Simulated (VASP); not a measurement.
Input of a VASP 6.6.1 run:

File Mo.cif:

```cif
data_Mo
_cell_length_a 3.16761794
_cell_length_b 3.16761794
_cell_length_c 3.16761794
_cell_angle_alpha 90.00000000
_cell_angle_beta 90.00000000
_cell_angle_gamma 90.00000000
_space_group_name_H-M_alt 'Im-3m'
_space_group_name_Hall '-I 4 2 3'
_space_group_IT_number 229
loop_
_space_group_symop_operation_xyz
'x,y,z'
'-x,-y,-z'
'-y,x,z'
'y,-x,-z'
'-x,-y,z'
'x,y,-z'
'y,-x,z'
'-y,x,-z'
'x,-y,-z'
'-x,y,z'
'-y,-x,-z'
'y,x,z'
'-x,y,-z'
'x,-y,z'
'y,x,-z'
'-y,-x,z'
'z,x,y'
'-z,-x,-y'
'z,-y,x'
'-z,y,-x'
'z,-x,-y'
'-z,x,y'
'z,y,-x'
'-z,-y,x'
'-z,x,-y'
'z,-x,y'
'-z,-y,-x'
'z,y,x'
'-z,-x,y'
'z,x,-y'
'-z,y,x'
'z,-y,-x'
'y,z,x'
'-y,-z,-x'
'x,z,-y'
'-x,-z,y'
'-y,z,-x'
'y,-z,x'
'-x,z,y'
'x,-z,-y'
'-y,-z,x'
'y,z,-x'
'-x,-z,-y'
'x,z,y'
'y,-z,-x'
'-y,z,x'
'x,-z,y'
'-x,z,-y'
'x+1/2,y+1/2,z+1/2'
'-x+1/2,-y+1/2,-z+1/2'
'-y+1/2,x+1/2,z+1/2'
'y+1/2,-x+1/2,-z+1/2'
'-x+1/2,-y+1/2,z+1/2'
'x+1/2,y+1/2,-z+1/2'
'y+1/2,-x+1/2,z+1/2'
'-y+1/2,x+1/2,-z+1/2'
'x+1/2,-y+1/2,-z+1/2'
'-x+1/2,y+1/2,z+1/2'
'-y+1/2,-x+1/2,-z+1/2'
'y+1/2,x+1/2,z+1/2'
'-x+1/2,y+1/2,-z+1/2'
'x+1/2,-y+1/2,z+1/2'
'y+1/2,x+1/2,-z+1/2'
'-y+1/2,-x+1/2,z+1/2'
'z+1/2,x+1/2,y+1/2'
'-z+1/2,-x+1/2,-y+1/2'
'z+1/2,-y+1/2,x+1/2'
'-z+1/2,y+1/2,-x+1/2'
'z+1/2,-x+1/2,-y+1/2'
'-z+1/2,x+1/2,y+1/2'
'z+1/2,y+1/2,-x+1/2'
'-z+1/2,-y+1/2,x+1/2'
'-z+1/2,x+1/2,-y+1/2'
'z+1/2,-x+1/2,y+1/2'
'-z+1/2,-y+1/2,-x+1/2'
'z+1/2,y+1/2,x+1/2'
'-z+1/2,-x+1/2,y+1/2'
'z+1/2,x+1/2,-y+1/2'
'-z+1/2,y+1/2,x+1/2'
'z+1/2,-y+1/2,-x+1/2'
'y+1/2,z+1/2,x+1/2'
'-y+1/2,-z+1/2,-x+1/2'
'x+1/2,z+1/2,-y+1/2'
'-x+1/2,-z+1/2,y+1/2'
'-y+1/2,z+1/2,-x+1/2'
'y+1/2,-z+1/2,x+1/2'
'-x+1/2,z+1/2,y+1/2'
'x+1/2,-z+1/2,-y+1/2'
'-y+1/2,-z+1/2,x+1/2'
'y+1/2,z+1/2,-x+1/2'
'-x+1/2,-z+1/2,-y+1/2'
'x+1/2,z+1/2,y+1/2'
'y+1/2,-z+1/2,-x+1/2'
'-y+1/2,z+1/2,x+1/2'
'x+1/2,-z+1/2,y+1/2'
'-x+1/2,z+1/2,-y+1/2'
loop_
_atom_site_label
_atom_site_type_symbol
_atom_site_symmetry_multiplicity
_atom_site_Wyckoff_symbol
_atom_site_fract_x
_atom_site_fract_y
_atom_site_fract_z
_atom_site_occupancy
Mo1 Mo 2 a 0.0000000000 0.0000000000 0.0000000000 1
```

File POSCAR:

```
Mo
 1.0000000000000000
     3.1676179400000000    0.0000000000000000    0.0000000000000000
     0.0000000000000000    3.1676179400000000    0.0000000000000000
     0.0000000000000000    0.0000000000000000    3.1676179400000000
 Mo 
   2
Cartesian
  0.0000000000000000  0.0000000000000000  0.0000000000000000
  1.5838089700000000  1.5838089700000000  1.5838089700000000
```

File INCAR.step1:

```
SYSTEM = Mo
PREC = Accurate
ENCUT = 520
EDIFF = 1E-6
ISMEAR = 0
SIGMA = 0.05
LREAL = .False.
LASPH = .True.
NELM = 80
ALGO = Fast
ISIF = 2
LWAVE = .False.
LCHARG = .True.
LMAXMIX = 4
GGA = CX
LUSE_VDW = .True.
AGGAC = 0.0
```

File KPOINTS.step1:

```
Automatic mesh
0
Gamma
  8 8 8
  0 0 0
```

INCAR.step2

```
SYSTEM = Mo
PREC = Accurate
ENCUT = 520
EDIFF = 1E-6
ISMEAR = 0
SIGMA = 0.05
LREAL = .False.
LASPH = .True.
NELM = 80
ALGO = Fast
ISIF = 2
LWAVE = .False.
LCHARG = .False.
LMAXMIX = 4
GGA = CX
LUSE_VDW = .True.
AGGAC = 0.0
ICHARG = 11
```

Contents of KPOINTS.step2:

```
path GXMGRX,MR
20
line-mode
reciprocal
 0.0000000000  0.0000000000  0.0000000000  G
 0.0000000000  0.5000000000  0.0000000000  X

 0.0000000000  0.5000000000  0.0000000000  X
 0.5000000000  0.5000000000  0.0000000000  M

 0.5000000000  0.5000000000  0.0000000000  M
 0.0000000000  0.0000000000  0.0000000000  G

 0.0000000000  0.0000000000  0.0000000000  G
 0.5000000000  0.5000000000  0.5000000000  R

 0.5000000000  0.5000000000  0.5000000000  R
 0.0000000000  0.5000000000  0.0000000000  X

 0.5000000000  0.5000000000  0.0000000000  M
 0.5000000000  0.5000000000  0.5000000000  R
```

Potentials or basis: VASP PAW PBE potentials, release 64 (Mo_sv).

Command:

```bash
$ ase convert -i cif -o vasp Mo.cif POSCAR
$ cat potpaw_PBE.64/Mo_sv/POTCAR > POTCAR
$ cp INCAR.step1 INCAR
$ cp KPOINTS.step1 KPOINTS
$ mpirun -np 1 vasp_std > vasp.out
$ cp INCAR.step2 INCAR
$ cp KPOINTS.step2 KPOINTS
$ mpirun -np 1 vasp_std > vasp.out
```

**Question.** What does it give for the band gap along the path?

**Answer.** None (metal or under the smearing width).

Levels at the corners of the path, in eV from the Fermi level:
| point | band 11 | band 12 | band 13 | band 14 | band 15 | band 16 | band 17 | band 18 |
| --- | --- | --- | --- | --- | --- | --- | --- | --- |
| Γ | -5.30 | -1.32 | -1.32 | -1.32 | 1.64 | 1.64 | 3.91 | 3.91 |
| X | -2.58 | -2.58 | -0.59 | -0.59 | -0.59 | -0.59 | 0.87 | 0.87 |
| X | -2.58 | -2.58 | -0.59 | -0.59 | -0.59 | -0.59 | 0.87 | 0.87 |
| M | -3.31 | -3.31 | 1.60 | 1.60 | 1.66 | 1.66 | 2.28 | 2.28 |
| M | -3.31 | -3.31 | 1.60 | 1.60 | 1.66 | 1.66 | 2.28 | 2.28 |
| Γ | -5.30 | -1.32 | -1.32 | -1.32 | 1.64 | 1.64 | 3.91 | 3.91 |
| Γ | -5.30 | -1.32 | -1.32 | -1.32 | 1.64 | 1.64 | 3.91 | 3.91 |
| R | -2.56 | -2.56 | -2.56 | -2.56 | 2.40 | 2.40 | 2.40 | 2.40 |
| R | -2.56 | -2.56 | -2.56 | -2.56 | 2.40 | 2.40 | 2.40 | 2.40 |
| X | -2.58 | -2.58 | -0.59 | -0.59 | -0.59 | -0.59 | 0.87 | 0.87 |
| M | -3.31 | -3.31 | 1.60 | 1.60 | 1.66 | 1.66 | 2.28 | 2.28 |
| R | -2.56 | -2.56 | -2.56 | -2.56 | 2.40 | 2.40 | 2.40 | 2.40 |

Caveat: the log is that of the step along the path at fixed density, whose energy, stress, charges and moments have no meaning.
